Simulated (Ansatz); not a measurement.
SiO2 (Cristobalite), 12 atoms in the cell. The structure is tetragonal, space group P4_12_12 (No. 92). The conventional cell has a = 4.982 Å, b = 4.982 Å, c = 6.963 Å, α = 90.00°, β = 90.00°, γ = 90.00°. Si (site symmetry 2) is surrounded by 4 O at 1.60 to 1.61 Å. Around O (site symmetry 1) lie 2 Si at 1.60 to 1.61 Å. 

| Item | Value |
| --- | --- |
| Program | Ansatz 0.2.0 |
| Task | relaxation of cell and atoms |
| Functional | PBEsol |
| Potentials or basis | Ansatz PAW |
| Cutoff | 420 eV (not typed: the program's choice for these potentials) |
| k mesh | 6 × 6 × 4 |
| Occupations | fermi-dirac, width 0.05 eV |
| Spin | no spin polarisation |

Potentials or basis: Ansatz PAW.

Run with:

```console
$ ansatz run input.yaml --threads 4 --pin off --max-ram 11264MiB --backend cpu --events-out ev --progress --plain --runs-dir out
```

Hardware: 4 threads of Arm Neoverse V2 (shared host).

Task: How long does it take, and how much memory?

Result: Run time: 38 s on 4 threads of Arm Neoverse V2 (shared host), peak memory 0.55 GiB. Counts: scf iterations 38, plane waves 3491, k points 30, bands 44, ion steps 7.
